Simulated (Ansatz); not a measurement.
CoSi2, DFT, PBE, PAW with Ansatz's default frozen-core files, scalar-relativistic (Ansatz 0.2.0), run on 1 thread of Intel(R) Xeon(R) 6975P-C (Granite Rapids) on a shared host.

The cell is COD entry 1008148, as deposited and not checked against the literature; nothing was relaxed. The listed cell was then made from it by scaling, straining or moving an atom.

Command: `ansatz run input.yaml --threads 1 --pin off --max-ram 4096MiB --backend cpu --events-out ev --progress --plain --runs-dir out`

```yaml
crystal:
  lattice:
    - [0.05365, 2.709325, 2.709325]
    - [2.709325, 0.05365, 2.709325]
    - [2.709325, 2.709325, 0.05365]
  atoms:
    - { symbol: Co, position: [0.0, 0.0, 0.0], spin: 2.0 }
    - { symbol: Si, position: [0.25, 0.25, 0.25] }
    - { symbol: Si, position: [0.75, 0.75, 0.75] }
magnetization:
  spin_polarized: true
kpoints:
  mp_grid: { grid: [11, 11, 11] }
scf:
  occupations: { method: fermi_dirac, width: 0.05 }
hamiltonian:
  xc: pbe
  pseudopotentials: { kind: paw }
output:
  forces: true
  stress: true
  eigenvalues: true
  efg: { contact_densities: true }
  write_density: true
  write_potential: true
  elf: true
  volumetric_format: npy
```

(1) How large is the problem that the program sets up?

(2) About how long does it take, and how much memory does it use?

(3) And the same cell and mesh by all-electron PAW (datasets made for this crystal), asked for forces, stress, eigenvalues, efg, on the same hardware?

Results:

(1) 146 irreducible k-points, 749 plane waves at Γ, 18 bands.

(2) 13 s of wall time for 12 SCF iterations, with a peak of 0.57 GiB. Times on shared machines scatter by tens of per cent.

(3) 34 s, peak memory 0.85 GiB.
